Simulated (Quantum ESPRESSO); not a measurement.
Crystal: LiH.

```xyz
2
Lattice="0.0000 2.0368 2.0368 2.0368 0.0000 2.0368 2.0368 2.0368 0.0000" Properties=species:S:1:pos:R:3 pbc="T T T"
Li    0.0000    0.0000    0.0000
H     2.0368    2.0368    2.0368
```

Base run:

| Quantity | Value |
| --- | --- |
| Program | Quantum ESPRESSO 7.5 |
| Functional | PBE |
| Potentials or basis | SG15 PBE 1.2 |
| Cutoff | 952 eV |
| Density cutoff | 3810 eV |
| k mesh | 8 × 8 × 8 |
| Occupations | fermi-dirac, width 0.05 eV |
| Spin | no spin polarisation |

Its results: band gap on the k mesh 3.02 eV, direct; pressure -1.7 GPa.

Task: The run is repeated on the same cell with these changes: functional from PBE to r2SCAN. What comes out?

Result: Band gap on the k mesh 3.68 eV, direct; pressure -1.4 GPa.

r2SCAN gives the wider gap, since meta-GGAs in the generalised Kohn-Sham scheme recover part of the derivative discontinuity.

Caveats: the potentials were made for another functional, which shifts forces and pressure (some runs).
